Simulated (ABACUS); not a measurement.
# CsI: single point with PBE

Crystal: CsI.

```
Cs I
1.0
     4.56670    0.00000    0.00000
     0.00000    4.56670    0.00000
     0.00000    0.00000    4.56670
Cs I
1 1
Direct
  0.00000 0.00000 0.00000
  0.50000 0.50000 0.50000
```

| Property | Result |
| --- | --- |
| Program | ABACUS 3.10.1 |
| Task | single point |
| Functional | PBE |
| Potentials or basis | PseudoDojo NC SR 0.5 PBE stringent |
| Cutoff | 1537 eV |
| Density cutoff | 6150 eV |
| Basis | DZP LCAO (the cutoffs set its grid) |
| k mesh | 6 × 6 × 6 |
| Occupations | fermi-dirac, width 0.05 eV |
| Spin | no spin polarisation |
| Orbital files | Cs Cs_confined-atom_10au_3s2p2d.orb, I I_confined-atom_8au_3s3p2d.orb |
| Radial cutoff of the potentials (pseudo_rcut) | 10 bohr |
| SCF threshold on the density | 1e-07 |
| Max SCF steps | 100 |
| Eigensolver | genelpa |
| Mixing | broyden |
| Mixing share | 0.7 |
| Symmetry key | 1 |
| Bands | 27 |

```json
{
  "Pressure": "0.9 GPa",
  "Band gap on the k mesh": "3.87 eV, indirect (least direct gap 3.96 eV)",
  "Mulliken charges": "Cs +0.66; I -0.66 e"
}
```

Levels at points of the mesh, in eV from the valence-band top:
```
           k point  band 14  band 15  band 16  band 17  band 18  band 19  band 20  band 21
(0.00, 0.00, 0.00)    -7.12    -0.09    -0.09    -0.09     3.87     4.18     4.18     7.78
(0.50, 0.00, 0.00)    -7.06    -1.57    -0.24    -0.24     5.23     6.72     7.23     7.97
(0.50, 0.50, 0.00)    -7.02    -0.86    -0.86     0.00     4.23     4.92     6.10     6.10
(0.50, 0.50, 0.50)    -7.38    -1.31    -1.31    -1.31     7.86     7.86     7.86     7.98
```

Wall time 4.4 s on 4 MPI ranks on AMD EPYC 9R45 (Zen 5) (shared host), peak memory 0.52 GiB a rank.

Caveat: the atomic orbitals were generated for these runs and aren't a published set; Mulliken charges move with the basis; spin-orbit coupling is left out, which moves the levels of the heavy elements; the basis of atomic orbitals isn't converged, which shifts pressures, moduli and gaps. Expect the measured gap to be larger: semilocal functionals such as PBE lack the derivative discontinuity.
